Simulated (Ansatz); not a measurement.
The system is Ni.

```
Ni
1.0
     0.00000    1.73757    1.73757
     1.73757    0.00000    1.73757
     1.73757    1.73757    0.00000
Ni
1
Cartesian
  0.0000 0.0000 0.0000
```

Alike in all runs: program Ansatz 0.2.0; functional PBEsol; potentials or basis Ansatz PAW; cutoff 420 eV (not typed: the program's choice for these potentials); k mesh 11 × 11 × 11; occupations fermi-dirac, width 0.05 eV.

Q: Only the start or the spin constraint differs. Which run ends lowest in energy?
A. collinear spin, ferromagnetic start of up to 0.8 μB; fixed moment 0.8
B. collinear spin, ferromagnetic start of up to 0.2 μB; fixed moment 0.2
C. collinear spin, ferromagnetic start of up to 0.5 μB; fixed moment 0.5
D. collinear spin, ferromagnetic start of up to 1 μB; fixed moment 1
E. collinear spin, program default start; fixed moment 0
F. collinear spin, ferromagnetic start of up to 1.2 μB; fixed moment 1.2

A: C.

| start | free energy over the lowest (meV/atom) | net moment (μB) | site or absolute moments (μB) | gap |
| --- | --- | --- | --- | --- |
| collinear spin, program default start; fixed moment 0 | 43.7 | 0.00 | - | - |
| collinear spin, ferromagnetic start of up to 0.2 μB; fixed moment 0.2 | 36.3 | 0.20 | Ni +0.21 | - |
| collinear spin, ferromagnetic start of up to 1.2 μB; fixed moment 1.2 | 241.7 | 1.20 | Ni +1.18 | - |
| collinear spin, ferromagnetic start of up to 1 μB; fixed moment 1 | 87.1 | 1.00 | Ni +1.01 | - |
| collinear spin, ferromagnetic start of up to 2 μB; fixed moment 2 | 1742.3 | 2.00 | Ni +1.81 | - |
| collinear spin, ferromagnetic start of up to 0.5 μB; fixed moment 0.5 | 0.0 | 0.50 | Ni +0.53 | - |
| collinear spin, ferromagnetic start of up to 0.8 μB; fixed moment 0.8 | 18.2 | 0.80 | Ni +0.83 | - |
| collinear spin, ferromagnetic start of up to 1.5 μB; fixed moment 1.5 | 600.2 | 1.50 | Ni +1.42 | - |

All polarised runs hold their moment fixed, so the table maps the energy against it. A still lower state may exist.

Caveats: the total moment is fixed, so each spin has its own Fermi level.
